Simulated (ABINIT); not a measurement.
Crystal: MoS2.

```
CELL_PARAMETERS angstrom
1.58550 0.91539 6.11500
-1.58550 0.91539 6.11500
0.00000 -1.83078 6.11500
ATOMIC_POSITIONS crystal
Mo 0.00000 0.00000 0.00000
S 0.25000 0.25000 0.25000
S 0.75000 0.75000 0.75000
```

Measurements of this composition are mostly on another form, of space group No. 194.

```yaml
Program: ABINIT 10.8.3 (patched build)
Task: single point
Functional: PBE
Potentials_or_basis: JTH PAW PBE v2.0
Cutoff: 544 eV
k_mesh: 10 × 10 × 10
Occupations: fermi-dirac, width 0.05 eV
Spin: no spin polarisation
```

On this cell: pressure 7.9 GPa; largest force 1.008 eV/Å; band gap on the k mesh none (metal or under the smearing width).

The same run follows on a disturbed copy (atoms moved at random, drawn with an rms of 0.05 Å):

```
CELL_PARAMETERS angstrom
1.58550 0.91539 6.11500
-1.58550 0.91539 6.11500
0.00000 -1.83078 6.11500
ATOMIC_POSITIONS crystal
Mo 0.00526 0.98847 0.00654
S 0.24910 0.25717 0.23994
S 0.74176 0.73264 0.76980
```

Task: What does the disturbed cell give?

Result: The energy (extrapolated to zero smearing) moves by +15.6 meV/atom; pressure 8.8 GPa; largest force 1.607 eV/Å; band gap on the k mesh none (metal or under the smearing width).

Forces on the atoms (eV/Å):
```
Mo  -0.215 -0.052 -0.793
S    0.230 -0.372 -0.756
S   -0.014  0.424  1.550
```

Stress tensor (GPa, compression positive):
```
 8.98 -0.42 -1.10
-0.42  5.55  3.55
-1.10  3.55 11.90
```

Caveats: the cell's inner coordinates are idealised or old, which leaves forces on the atoms.
